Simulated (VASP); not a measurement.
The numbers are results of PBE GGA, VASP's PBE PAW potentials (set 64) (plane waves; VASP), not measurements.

The input files of a VASP run:

### INCAR
```
SYSTEM = BaF2
PREC = Accurate; ENCUT = 520; LREAL = .False.
LASPH = .True.
EDIFF = 1E-6; NELM = 100; ALGO = Normal
IMIX = 1; AMIX = 0.1; BMIX = 1.0
LMAXMIX = 4
ISMEAR = 0; SIGMA = 0.05
GGA = PE
ISIF = 2
LWAVE = .False.; LCHARG = .False.
```

KPOINTS:
```
K-points
0
gamma
  7 7 7
0 0 0
```

### POSCAR
```
BaF2
1
    0.0000000000     3.1000000000     3.1000000000
    3.1000000000     0.0000000000     3.1000000000
    3.1000000000     3.1000000000     0.0000000000
Ba F
1 2
Direct
  0.0000000000   0.0000000000   0.0000000000
  0.2500000000   0.2500000000   0.2500000000
  0.7500000000   0.7500000000   0.7500000000
```

POTCAR, in this order: Ba_sv F (PBE.64 set). Program: vasp_std.

Output

**OUTCAR**
```
 ion  position               nearest neighbor table
   1  0.000  0.000  0.000-   3 2.68   2 2.68   3 2.68   2 2.68   3 2.68   3 2.68   2 2.68   2 2.68
  LATTYP: Found a face centered cubic cell.
 ALAT       =     6.2000000000
 Subroutine PRICEL returns:
 Original cell was already a primitive cell.
 Subroutine GETGRP returns: Found 48 space group operations
The static configuration has the point symmetry O_h .
The dynamic configuration has the point symmetry O_h .
 Subroutine INISYM returns: Found 48 space group operations
 Subroutine IBZKPT returns following result:
 Found     20 irreducible k-points:

 Following reciprocal coordinates:
            Coordinates               Weight
  0.000000  0.000000  0.000000      1.000000
  0.142857  0.000000  0.000000      8.000000
  0.285714  0.000000  0.000000      8.000000
  0.428571  0.000000  0.000000      8.000000
  0.142857  0.142857  0.000000      6.000000
  0.285714  0.142857  0.000000     24.000000
  0.428571  0.142857  0.000000     24.000000
 -0.428571  0.142857  0.000000     24.000000
 -0.285714  0.142857  0.000000     24.000000
 -0.142857  0.142857  0.000000     12.000000
  0.285714  0.285714  0.000000      6.000000
  0.428571  0.285714  0.000000     24.000000
 -0.428571  0.285714  0.000000     24.000000
 -0.285714  0.285714  0.000000     12.000000
  0.428571  0.428571  0.000000      6.000000
 -0.428571  0.428571  0.000000     12.000000
  0.428571  0.285714  0.142857     24.000000
 -0.428571  0.285714  0.142857     48.000000
 -0.428571  0.428571  0.142857     24.000000
 -0.285714  0.428571  0.142857     24.000000
   k-points           NKPTS =     20   k-points in BZ     NKDIM =     20   number of bands    NBANDS=     16
   number of dos      NEDOS =    301   number of ions     NIONS =      3
   total plane-waves  NPLWV =  46656
   dimension x,y,z NGX =    36 NGY =   36 NGZ =   36
   dimension x,y,z NGXF=    72 NGYF=   72 NGZF=   72
...
```

### OSZICAR
```
       N       E                     dE             d eps       ncg     rms          rms(c)
DAV:   1     0.165059564293E+03    0.16506E+03   -0.13253E+04   640   0.139E+03
DAV:   2    -0.120620392894E+02   -0.17712E+03   -0.17058E+03   816   0.295E+02
DAV:   3    -0.187704823376E+02   -0.67084E+01   -0.67012E+01   824   0.680E+01
DAV:   4    -0.188730629622E+02   -0.10258E+00   -0.10257E+00   824   0.748E+00
DAV:   5    -0.188774015020E+02   -0.43385E-02   -0.43385E-02   856   0.102E+00    0.863E+00
DAV:   6    -0.180905514195E+02    0.78685E+00   -0.58719E-01   672   0.632E+00    0.683E+00
DAV:   7    -0.176440297392E+02    0.44652E+00   -0.39567E-01   736   0.486E+00    0.545E+00
DAV:   8    -0.173954459712E+02    0.24858E+00   -0.21406E-01   672   0.337E+00    0.451E+00
DAV:   9    -0.172570884101E+02    0.13836E+00   -0.11554E-01   824   0.237E+00    0.384E+00
DAV:  10    -0.171796841888E+02    0.77404E-01   -0.61964E-02   688   0.175E+00    0.337E+00
DAV:  11    -0.171362305506E+02    0.43454E-01   -0.33416E-02   840   0.122E+00    0.301E+00
DAV:  12    -0.171117218361E+02    0.24509E-01   -0.17468E-02   720   0.888E-01    0.271E+00
DAV:  13    -0.170979116485E+02    0.13810E-01   -0.96706E-03   864   0.655E-01    0.246E+00
DAV:  14    -0.170902628611E+02    0.76488E-02   -0.51080E-03   752   0.485E-01    0.224E+00
DAV:  15    -0.170862555322E+02    0.40073E-02   -0.29297E-03   864   0.372E-01    0.204E+00
DAV:  16    -0.170844479364E+02    0.18076E-02   -0.16583E-03   800   0.298E-01    0.185E+00
DAV:  17    -0.170839949148E+02    0.45302E-03   -0.10263E-03   896   0.244E-01    0.168E+00
DAV:  18    -0.170843860129E+02   -0.39110E-03   -0.64546E-04   864   0.212E-01    0.153E+00
DAV:  19    -0.170853032255E+02   -0.91721E-03   -0.44626E-04   840   0.190E-01    0.138E+00
DAV:  20    -0.170865419170E+02   -0.12387E-02   -0.32357E-04   848   0.173E-01    0.125E+00
DAV:  21    -0.170879644447E+02   -0.14225E-02   -0.24470E-04   776   0.158E-01    0.114E+00
DAV:  22    -0.170894772556E+02   -0.15128E-02   -0.19535E-04   768   0.144E-01    0.103E+00
DAV:  23    -0.170910155108E+02   -0.15383E-02   -0.15810E-04   752   0.132E-01    0.931E-01
DAV:  24    -0.170925341909E+02   -0.15187E-02   -0.13187E-04   736   0.122E-01    0.842E-01
DAV:  25    -0.170940027319E+02   -0.14685E-02   -0.11220E-04   744   0.113E-01    0.761E-01
DAV:  26    -0.170954009609E+02   -0.13982E-02   -0.96333E-05   728   0.105E-01    0.689E-01
DAV:  27    -0.170967162043E+02   -0.13152E-02   -0.83436E-05   728   0.967E-02    0.623E-01
DAV:  28    -0.170979414000E+02   -0.12252E-02   -0.72589E-05   728   0.895E-02    0.563E-01
DAV:  29    -0.170990735243E+02   -0.11321E-02   -0.63323E-05   720   0.826E-02    0.510E-01
DAV:  30    -0.171001125433E+02   -0.10390E-02   -0.55428E-05   720   0.764E-02    0.461E-01
DAV:  31    -0.171010605402E+02   -0.94800E-03   -0.48570E-05   704   0.705E-02    0.417E-01
DAV:  32    -0.171019210829E+02   -0.86054E-03   -0.42688E-05   728   0.652E-02    0.378E-01
DAV:  33    -0.171026987282E+02   -0.77765E-03   -0.37434E-05   696   0.602E-02    0.342E-01
DAV:  34    -0.171033986306E+02   -0.69990E-03   -0.32936E-05   728   0.556E-02    0.310E-01
DAV:  35    -0.171040262798E+02   -0.62765E-03   -0.28902E-05   696   0.513E-02    0.281E-01
DAV:  36    -0.171045872718E+02   -0.56099E-03   -0.25442E-05   728   0.474E-02    0.255E-01
DAV:  37    -0.171050871667E+02   -0.49989E-03   -0.22310E-05   696   0.438E-02    0.231E-01
DAV:  38    -0.171055313609E+02   -0.44419E-03   -0.19631E-05   728   0.405E-02    0.209E-01
DAV:  39    -0.171059250308E+02   -0.39367E-03   -0.17201E-05   680   0.374E-02    0.190E-01
DAV:  40    -0.171062730618E+02   -0.34803E-03   -0.15111E-05   728   0.346E-02    0.172E-01
DAV:  41    -0.171065800331E+02   -0.30697E-03   -0.13221E-05   680   0.320E-02    0.157E-01
DAV:  42    -0.171068501915E+02   -0.27016E-03   -0.11598E-05   720   0.296E-02    0.142E-01
DAV:  43    -0.171070874566E+02   -0.23727E-03   -0.10122E-05   688   0.274E-02    0.129E-01
DAV:  44    -0.171072954164E+02   -0.20796E-03   -0.88619E-06   704   0.254E-02    0.118E-01
DAV:  45    -0.171074773452E+02   -0.18193E-03   -0.77156E-06   696   0.235E-02    0.107E-01
DAV:  46    -0.171076362105E+02   -0.15887E-03   -0.67362E-06   704   0.218E-02    0.972E-02
DAV:  47    -0.171077746968E+02   -0.13849E-03   -0.58496E-06   680   0.202E-02    0.885E-02
DAV:  48    -0.171078952173E+02   -0.12052E-03   -0.50918E-06   712   0.187E-02    0.805E-02
DAV:  49    -0.171079999384E+02   -0.10472E-03   -0.44076E-06   680   0.173E-02    0.733E-02
DAV:  50    -0.171080907942E+02   -0.90856E-04   -0.38255E-06   688   0.160E-02    0.668E-02
DAV:  51    -0.171081695100E+02   -0.78716E-04   -0.33035E-06   712   0.148E-02    0.609E-02
DAV:  52    -0.171082376151E+02   -0.68105E-04   -0.28412E-06   616   0.137E-02    0.555E-02
DAV:  53    -0.171082964650E+02   -0.58850E-04   -0.24813E-06   624   0.129E-02    0.506E-02
DAV:  54    -0.171083472622E+02   -0.50797E-04   -0.21273E-06   616   0.119E-02    0.462E-02
DAV:  55    -0.171083910595E+02   -0.43797E-04   -0.18242E-06   600   0.110E-02    0.422E-02
DAV:  56    -0.171084287833E+02   -0.37724E-04   -0.15946E-06   592   0.103E-02    0.385E-02
DAV:  57    -0.171084612481E+02   -0.32465E-04   -0.13624E-06   600   0.951E-03    0.352E-02
DAV:  58    -0.171084891631E+02   -0.27915E-04   -0.11767E-06   576   0.885E-03    0.321E-02
DAV:  59    -0.171085131486E+02   -0.23986E-04   -0.10101E-06   584   0.820E-03    0.294E-02
DAV:  60    -0.171085337435E+02   -0.20595E-04   -0.86722E-07   568   0.763E-03    0.268E-02
DAV:  61    -0.171085514173E+02   -0.17674E-04   -0.75771E-07   568   0.714E-03    0.245E-02
DAV:  62    -0.171085665776E+02   -0.15160E-04   -0.64216E-07   552   0.659E-03    0.224E-02
DAV:  63    -0.171085795756E+02   -0.12998E-04   -0.56015E-07   552   0.617E-03    0.205E-02
DAV:  64    -0.171085907160E+02   -0.11140E-04   -0.47960E-07   512   0.573E-03    0.188E-02
DAV:  65    -0.171086002622E+02   -0.95461E-05   -0.42218E-07   528   0.536E-03    0.172E-02
DAV:  66    -0.171086084403E+02   -0.81781E-05   -0.35452E-07   496   0.494E-03    0.158E-02
DAV:  67    -0.171086154447E+02   -0.70044E-05   -0.30881E-07   512   0.461E-03    0.144E-02
DAV:  68    -0.171086214435E+02   -0.59988E-05   -0.26286E-07   504   0.426E-03    0.132E-02
DAV:  69    -0.171086265803E+02   -0.51368E-05   -0.22755E-07   512   0.396E-03    0.121E-02
DAV:  70    -0.171086309790E+02   -0.43987E-05   -0.19402E-07   496   0.366E-03    0.111E-02
DAV:  71    -0.171086347455E+02   -0.37665E-05   -0.16761E-07   512   0.340E-03    0.102E-02
DAV:  72    -0.171086379707E+02   -0.32252E-05   -0.14281E-07   496   0.314E-03    0.936E-03
DAV:  73    -0.171086407326E+02   -0.27620E-05   -0.12326E-07   512   0.292E-03    0.859E-03
DAV:  74    -0.171086430979E+02   -0.23653E-05   -0.10504E-07   512   0.270E-03    0.789E-03
DAV:  75    -0.171086451236E+02   -0.20257E-05   -0.90535E-08   512   0.251E-03    0.724E-03
DAV:  76    -0.171086468588E+02   -0.17352E-05   -0.77210E-08   496   0.232E-03    0.665E-03
DAV:  77    -0.171086483452E+02   -0.14864E-05   -0.66551E-08   512   0.215E-03    0.611E-03
DAV:  78    -0.171086496185E+02   -0.12733E-05   -0.56790E-08   496   0.199E-03    0.562E-03
DAV:  79    -0.171086507095E+02   -0.10910E-05   -0.48929E-08   496   0.185E-03    0.516E-03
DAV:  80    -0.171086516444E+02   -0.93493E-06   -0.41789E-08   480   0.171E-03
   1 F= -.17108652E+02 E0= -.17108652E+02  d E =-.207688E-21
```

### OUTCAR
```
------------------------ aborting loop because EDIFF is reached ----------------------------------------
  FORCE on cell =-STRESS in cart. coord.  units (eV):
  Direction    XX          YY          ZZ          XY          YZ          ZX
  --------------------------------------------------------------------------------------
  Total        0.8803181      0.8803181      0.8803181      0.0000000      0.0000000      0.0000000
  in kB       23.6720088     23.6720088     23.6720088      0.0000000      0.0000000      0.0000000
  external PRESSURE =      23.6720088 kB  Pullay stress =       0.0000000 kB
  volume of cell :       59.58
      direct lattice vectors                 reciprocal lattice vectors
     0.000000000  3.100000000  3.100000000    -0.161290323  0.161290323  0.161290323
     3.100000000  0.000000000  3.100000000     0.161290323 -0.161290323  0.161290323
     3.100000000  3.100000000  0.000000000     0.161290323  0.161290323 -0.161290323
 POSITION                                       TOTAL-FORCE (eV/Angst)
 -----------------------------------------------------------------------------------
      0.00000      0.00000      0.00000        -0.000000      0.000000      0.000000
      1.55000      1.55000      1.55000        -0.000000     -0.000000     -0.000000
      4.65000      4.65000      4.65000         0.000000      0.000000      0.000000
 -----------------------------------------------------------------------------------
    total drift:                                0.000000      0.000000      0.000000
  FREE ENERGIE OF THE ION-ELECTRON SYSTEM (eV)
  ---------------------------------------------------
  free  energy   TOTEN  =       -17.1086516444 eV

  energy  without entropy=      -17.1086516444  energy(sigma->0) =      -17.10865164
```
(Selected blocks of OUTCAR.)

The compound is BaF2 in the fluorite structure. The cell was not relaxed at this level. The run is one of a series of settings (AMIX = 0.1, BMIX = 1.0, IMIX = 1 against the base run), some of them coarse on purpose.
